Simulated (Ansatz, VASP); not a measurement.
**Two plane-wave programs on LiF**

```
Li F
1.0
    13.00000    0.00000    0.00000
     0.00000   13.30000    0.00000
     0.00000    0.00000    3.72526
Li F
8 8
Cartesian
  6.7188 6.8688 0.0000
  6.4846 4.6605 1.8626
  6.2346 8.7317 1.8626
  4.5105 6.6346 1.8626
  8.5817 6.3846 1.8626
  4.6264 4.7764 0.0000
  4.4650 8.5411 0.0000
  8.3911 4.6150 0.0000
  4.4548 6.6594 0.0000
  8.6523 6.5299 0.0000
  4.5278 4.6778 1.8626
  4.3534 8.6351 1.8626
  8.4851 4.5034 1.8626
  6.6166 6.7667 1.8626
  6.5094 4.6049 0.0000
  6.3799 8.8023 0.0000
```

Alike in both runs: functional PBEsol; k mesh 1 × 1 × 8; occupations gaussian, width 0.05 eV; no spin polarisation.

Ansatz relaxed the structure, and its values are those at the end. VASP's run is a single point on that final structure, the one shown.

|  | VASP | Ansatz |
| --- | --- | --- |
| version | VASP 6.6.1 | Ansatz 0.2.0 |
| potentials or method | VASP PAW PBE potentials, release 64 (Li_sv, F) | scalar-relativistic, plane waves, PAW |
| plane-wave cutoff (eV) | 520 | 420 |
| valence electrons in the cell | 80 | 80 |

```csv
,VASP,Ansatz,Ansatz less VASP
gap on the k mesh at the Fermi level (eV),6.86,6.86,-0.004
least direct gap on the mesh (eV),6.87,6.87,-0.003
rms of the force components (eV/Å),0.013,0.002,-0.0106
```

The functional is the same, so the differences come from potentials, cutoffs and numerics. Ansatz warned: «xc_potential_rough_in_thin_density».

Caveats: the PAW data sets were made with another functional, which shifts forces and pressure a little (VASP). A hybrid or GW would open this gap; PBEsol tends to underestimate it.
